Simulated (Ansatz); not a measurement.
# Au (Im-3m) in Ansatz: convergence with cutoff

Aim: find how far cutoff must go before the results for Au settle, at LDA. This setting moves, with any that are tied to it; all else stays.

Program: Ansatz 0.2.0. These are calculated values, not measurements. Logs are shortened: lines on timing, memory, paths and dates and some standing lists are left out, and cuts for length are marked.

### Step 1. Starting point

It takes space group Im-3m (No. 229, cubic). Conventional cell: a = 3.315 Å, b = 3.315 Å, c = 3.315 Å, α = 90.00°, β = 90.00°, γ = 90.00°. Au (site symmetry m-3m) is surrounded by 8 Au at 2.87 Å.

This isn't the form of Au at room conditions, which is fcc.

### Step 2. With cutoff 80

input.yaml

```yaml
crystal:
  lattice:
    - [-1.657269, 1.657269, 1.657269]
    - [1.657269, -1.657269, 1.657269]
    - [1.657269, 1.657269, -1.657269]
  atoms:
    - { symbol: Au, position: [0.0, 0.0, 0.0] }
kpoints:
  mp_grid: { grid: [11, 11, 11] }
scf:
  occupations: { method: fermi_dirac, width: 0.05 }
hamiltonian:
  xc: lda
  pseudopotentials: { kind: all_electron, lapw: { basis_error: 0.001 } }
output:
  forces: true
  stress: true
  eigenvalues: true
basis:
  ecutwfc: 80
```

Potentials or basis: all-electron LAPW, scalar-relativistic.

The run is started by

```console
$ ansatz run input.yaml --threads 1 --pin off --max-ram 3072MiB --backend cpu --events-out ev --progress --plain --runs-dir out
```

Run time: 0.34 s. Hardware: 1 thread of Intel Xeon at 2.50GHz (Skylake/Cascade Lake), shared host; peak memory 0.069 GiB.

The input was rejected before any iteration.

### Step 3. With cutoff 110 eV

Edit input.yaml of step 2 so:

```diff
@@ -19,2 +19,2 @@
 basis:
-  ecutwfc: 80
+  ecutwfc: 110
```

Potentials or basis: all-electron LAPW, scalar-relativistic.

The run is started by

```console
$ ansatz run input.yaml --threads 1 --pin off --max-ram 3072MiB --backend cpu --events-out ev --progress --plain --runs-dir out
```

The log of the run:

```text
Warning: RAYON_NUM_THREADS=1 ignored (pool sized by the plan → 1); use --threads N
LAPW: plane waves up to 5.373 Å⁻¹, error target 1.0e-3 eV per atom; small_component_spin mean_spin; the cutoff is typed (target and bands ask for 250.7 eV, largest radius times wave number 7.7, largest estimated error of a free atom 2.2e-1 eV); Au in spheres of 1.435 Å, 43 of its electrons in bands, Dirac shells [] (how accurate: hamiltonian.pseudopotentials.lapw.basis_error, Limitations)
Engine: ansatz 0.2.0, x86_64-unknown-linux-gnu
Pseudopotentials: kind: all_electron
Pseudopotential: Au, LAPW, valence charge 43, lapw/all_electron/scalar/gaussian/Au, Koelling and Harmon's equation, gaussian nucleus
Functional definition: SPW92
  exchange = slater_x
  correlation = pw_c
Crystal: 1 atoms, lattice volume = 18.207 Å³
Basis set: ecut = 110.00000000000001 eV, 55 PW (Γ), exchange–correlation at level 2
Bands: 26, of which v1, the nominal top of the filled ones, is band 22 counted from 1 (21 counted from 0)
Symmetry: 48 space group operations
Space group: Im-3m (ITA 229), of the structure as read, at distance tolerance 2.6e-5 Å
k-points: 56 of 1331
Non-local potential: Au, projectors of the file, none
Initial density: superposition of atomic densities (chi_scale 0.1, normalization cell)
Initial wavefunctions: plane waves of lowest kinetic energy (no species holds an atomic orbital)
Functional: x = slater, c = lda
iter 1 solved again at ethr=2.05e-4 eV; its pass at ethr=1.00e-1 eV (dr2=8.82e-2 eV) is discarded
SCF iter   1: F=—  HF=-516940.812379 eV  |F-HF|=—  |Δ(HF+E_count)|=         —  Δρ=2.59e-2  dr2=8.82e-2  ethr=2.05e-4  ⟨swp⟩=2.4  Hψ=8664  notcnv=0
preconditioner: auto → none  [insulator: Δε(μ)=0.194 eV  Ē_g=15.016 eV  σ=0.050 eV  W_gap=0.73  n_scr=12 (ndim 8)  ℏωp=28.9 eV  f_vac=0.012  D(μ)=0.46/eV (n_scr^D=0)  ε∞_Penn≈4.7]
iter 2 solved again at ethr=5.17e-7 eV; its pass at ethr=2.05e-4 eV (dr2=2.22e-4 eV) is discarded
SCF iter   2: F=—  HF=-516940.534750 eV  |F-HF|=—  |Δ(HF+E_count)|=   2.78e-1  Δρ=1.39e-3  dr2=2.23e-4  ethr=5.17e-7  ⟨swp⟩=2.1  Hψ=7455  notcnv=0
SCF iter   3: F=—  HF=-516940.488866 eV  |F-HF|=—  |Δ(HF+E_count)|=   4.59e-2  Δρ=3.35e-3  dr2=1.30e-3  ethr=5.17e-7  ⟨swp⟩=3.0  Hψ=4548  notcnv=0
SCF iter   4: F=—  HF=-516940.487085 eV  |F-HF|=—  |Δ(HF+E_count)|=         —  Δρ=9.53e-4  dr2=9.65e-5  ethr=5.17e-7  ⟨swp⟩=2.3  Hψ=4247  notcnv=0
the basis was enlarged: its passes take 146.8 KiB over the memory plan, 1 of 1 planned eigensolver slots
SCF iter   5: F=—  HF=-516940.486982 eV  |F-HF|=—  |Δ(HF+E_count)|=   1.04e-4  Δρ=1.12e-4  dr2=1.03e-6  ethr=2.24e-7  ⟨swp⟩=2.0  Hψ=4229  notcnv=0
SCF iter   6: F=-516940.486983 eV  HF=-516940.486983 eV  |F-HF|=1.05e-9  |Δ(HF+E_count)|=   1.32e-6  Δρ=4.42e-6  dr2=1.75e-9  ethr=2.41e-9  ⟨swp⟩=2.0  Hψ=4231  notcnv=0
SCF 1 converged in 6 iterations: F = -516940.486983 eV  dr2 = 1.75e-9
the basis misses lapw.basis_error, or isn't shown to meet it; the report's basis errors tell why
SCF converged after 6 iterations
Free energy (F): -516940.486983 eV
Harris-Foulkes:  -516940.486983 eV  (|F-HF|=1.05e-9)
Internal energy: -516940.481201 eV  (E = F + TS)
E sigma→0 (E₀):  -516940.484092 eV
Entropy (-TS):   -0.005781 eV (-5.781 meV/atom)
Fermi energy:    22.600359 eV
--- Per-component energies (eV) ---
  E_band       = -3937.064072
  E_kinetic    = 589027.563231
  E_xc         = -9627.547370
  E_electrostatic = -1096340.497063  (all electrons and nuclei)
  E_smearing   = -0.005781  (= −TS)
  E_closure    = 0.000000  (closes the sum)
  E_atoms      = -516936.223186  (free atoms, spherical and without spin; not in F)
  Σ components = -516940.486983   (vs F -516940.486983, Δ=0.00e0)
  Basis errors (estimates in eV, not in F): energy 1.1e-1 per atom: plane waves 1.1e-1 (8.3e-2 summed), levels above the bands 1.8e-138, relativity 6.2e-9, radial functions 3.0e-5, core shells 1.6e-8; eigenvalues (radial functions only) 7.4e-6; not estimated: angular momenta, meshes, grids; target (lapw.basis_error) 1.0e-3, missed at the typed basis.ecutwfc; muffin-tin radii Au 1.435 Å
--- Forces (eV/Å), atoms counted from 1 ---
  atom   1  Au    -0.00000000    -0.00000000     0.00000000
  max |Σ_I F_I| component: 1.48e-31 eV/Å
--- Stress (GPa, compression-positive) ---
      -11.913676      -0.000000       0.000000
       -0.000000     -11.913676       0.000000
        0.000000       0.000000     -11.913676
  P = ⅓ Tr σ = -11.9137 GPa (-119.137 kbar)
--- Band table (eV; the first three rows and the last of 56) ---
  k-point 0: bands = ["-299.4993", "-299.4993", "-299.4993", "-299.4787", "-299.4787", "-82.6261", "-55.7406", "-55.7271", "-55.7271", "-55.7271", "-55.7149", "-55.7149", "-55.7149", "-33.8583", "-33.8583", "-33.8583", "13.4782", "18.2365", "18.2365", "18.2365", "20.0090", "20.0090", "39.1705", "39.1705", "39.1705", "45.7416"]
  k-point 1: bands = ["-299.4993", "-299.4993", "-299.4993", "-299.4787", "-299.4787", "-82.6253", "-55.7407", "-55.7270", "-55.7270", "-55.7270", "-55.7149", "-55.7149", "-55.7149", "-33.8718", "-33.8629", "-33.8577", "13.7644", "18.1575", "18.2476", "18.4396", "19.9129", "20.0214", "39.0119", "39.1979", "39.5333", "43.4795"]
  k-point 2: bands = ["-299.4993", "-299.4993", "-299.4993", "-299.4787", "-299.4787", "-82.6233", "-55.7409", "-55.7269", "-55.7269", "-55.7269", "-55.7150", "-55.7149", "-55.7149", "-33.9092", "-33.8768", "-33.8567", "14.5569", "17.9320", "18.2747", "18.9982", "19.7556", "20.0465", "37.0749", "38.5773", "40.4929", "41.9995"]
  k-point 55: bands = ["-299.4993", "-299.4993", "-299.4993", "-299.4787", "-299.4787", "-82.6091", "-55.7421", "-55.7264", "-55.7264", "-55.7264", "-55.7153", "-55.7153", "-55.7153", "-33.9912", "-33.9895", "-33.9895", "16.5619", "16.5844", "20.8874", "20.8874", "20.9898", "27.7080", "29.2358", "29.2358", "32.5204", "38.0826"]
```

Wall time 11 s (1 thread of Intel Xeon at 2.50GHz (Skylake/Cascade Lake), shared host); peak memory 0.28 GiB.

Results:

| Quantity | Value |
| --- | --- |
| Free energy | -516940.4870 eV |
| Pressure | -11.9 GPa |
| Band gap on the k mesh | none (metal or under the smearing width) |

### Step 4. With cutoff 140 eV

Edit input.yaml of step 3 so:

```diff
@@ -19,2 +19,2 @@
 basis:
-  ecutwfc: 110
+  ecutwfc: 140
```

The run is started by

```console
$ ansatz run input.yaml --threads 1 --pin off --max-ram 3072MiB --backend cpu --events-out ev --progress --plain --runs-dir out
```

It took 9.4 s on 1 thread of Intel Xeon at 2.50GHz (Skylake/Cascade Lake), shared host; peak memory 0.28 GiB.

Results:

- Free energy: -516940.5763 eV
- Pressure: -12.8 GPa
- Band gap on the k mesh: none (metal or under the smearing width)

### Step 5. With cutoff 180 eV

Edit input.yaml of step 4 so:

```diff
@@ -19,2 +19,2 @@
 basis:
-  ecutwfc: 140
+  ecutwfc: 180
```

The run is started by

```console
$ ansatz run input.yaml --threads 1 --pin off --max-ram 3072MiB --backend cpu --events-out ev --progress --plain --runs-dir out
```

Run time: 11 s. Hardware: 1 thread of Intel Xeon at 2.50GHz (Skylake/Cascade Lake), shared host; peak memory 0.28 GiB.

Results:

```
Free energy            : -516940.5967 eV
Pressure               : -13.0 GPa
Band gap on the k mesh : none (metal or under the smearing width)
```

### Step 6. With cutoff 230 eV

Edit input.yaml of step 5 so:

```diff
@@ -19,2 +19,2 @@
 basis:
-  ecutwfc: 180
+  ecutwfc: 230
```

Potentials or basis: all-electron LAPW, scalar-relativistic.

The run is started by

```console
$ ansatz run input.yaml --threads 1 --pin off --max-ram 3072MiB --backend cpu --events-out ev --progress --plain --runs-dir out
```

It took 13 s on 1 thread of Intel Xeon at 2.50GHz (Skylake/Cascade Lake), shared host; peak memory 0.29 GiB.

Results:

```yaml
Free_energy: -516940.6000 eV
Pressure: -13.0 GPa
Band_gap_on_the_k_mesh: none (metal or under the smearing width)
```

### Step 7. With cutoff 290 eV

Edit input.yaml of step 6 so:

```diff
@@ -19,2 +19,2 @@
 basis:
-  ecutwfc: 230
+  ecutwfc: 290
```

The run is started by

```console
$ ansatz run input.yaml --threads 1 --pin off --max-ram 3072MiB --backend cpu --events-out ev --progress --plain --runs-dir out
```

Run time: 17 s. Hardware: 1 thread of Intel Xeon at 2.50GHz (Skylake/Cascade Lake), shared host; peak memory 0.3 GiB.

Results:

```yaml
Free_energy: -516940.6004 eV
Pressure: -13.1 GPa
Band_gap_on_the_k_mesh: none (metal or under the smearing width)
```

### Step 8. With cutoff 360 eV

Edit input.yaml of step 7 so:

```diff
@@ -19,2 +19,2 @@
 basis:
-  ecutwfc: 290
+  ecutwfc: 360
```

The run is started by

```console
$ ansatz run input.yaml --threads 1 --pin off --max-ram 3072MiB --backend cpu --events-out ev --progress --plain --runs-dir out
```

Wall time 18 s (1 thread of Intel Xeon at 2.50GHz (Skylake/Cascade Lake), shared host); peak memory 0.31 GiB.

Results:

```yaml
Free_energy: -516940.6004 eV
Pressure: -13.1 GPa
Band_gap_on_the_k_mesh: none (metal or under the smearing width)
```

### Step 9. With cutoff 450 eV

Edit input.yaml of step 8 so:

```diff
@@ -19,2 +19,2 @@
 basis:
-  ecutwfc: 360
+  ecutwfc: 450
```

Potentials or basis: all-electron LAPW, scalar-relativistic.

The run is started by

```console
$ ansatz run input.yaml --threads 1 --pin off --max-ram 3072MiB --backend cpu --events-out ev --progress --plain --runs-dir out
```

Run time: 25 s. Hardware: 1 thread of Intel Xeon at 2.50GHz (Skylake/Cascade Lake), shared host; peak memory 0.37 GiB.

The run converged. Its results:

| Property | Result |
| --- | --- |
| Free energy | -516940.6004 eV |
| Pressure | -13.1 GPa |
| Band gap on the k mesh | none (metal or under the smearing width) |

### Step 10. With cutoff 560 eV

Edit input.yaml of step 9 so:

```diff
@@ -19,2 +19,2 @@
 basis:
-  ecutwfc: 450
+  ecutwfc: 560
```

The run is started by

```console
$ ansatz run input.yaml --threads 1 --pin off --max-ram 3072MiB --backend cpu --events-out ev --progress --plain --runs-dir out
```

It took 36 s on 1 thread of Intel Xeon at 2.50GHz (Skylake/Cascade Lake), shared host; peak memory 0.45 GiB.

The run converged. Its results:

```
Free energy            : -516940.6004 eV
Pressure               : -13.1 GPa
Band gap on the k mesh : none (metal or under the smearing width)
```

### Step 11. The series at a glance

| cutoff | energy less the tightest run, at zero smearing (meV/atom) | pressure (GPa) | SCF cycles | CPU time (s) | peak memory (GiB) |
| --- | --- | --- | --- | --- | --- |
| 80 | refused | - | - | - | - |
| 110 eV | 113.43 | -11.91 | 6 | 11 | 0.28 |
| 140 eV | 24.15 | -12.83 | 6 | 9.3 | 0.28 |
| 180 eV | 3.71 | -13.02 | 6 | 11 | 0.28 |
| 230 eV | 0.44 | -13.05 | 6 | 13 | 0.29 |
| 290 eV | 0.02 | -13.05 | 6 | 17 | 0.3 |
| 360 eV | -0.02 | -13.05 | 6 | 18 | 0.31 |
| 450 eV | 0.00 | -13.05 | 6 | 25 | 0.37 |
| 560 eV | 0.00 | -13.05 | 6 | 36 | 0.45 |

Against the tightest run, the energy stays within 1 meV/atom from 230 eV on; the pressure stays within 0.1 GPa from 180 eV on. The tightest run that finished is the yardstick and may itself not be fully converged.
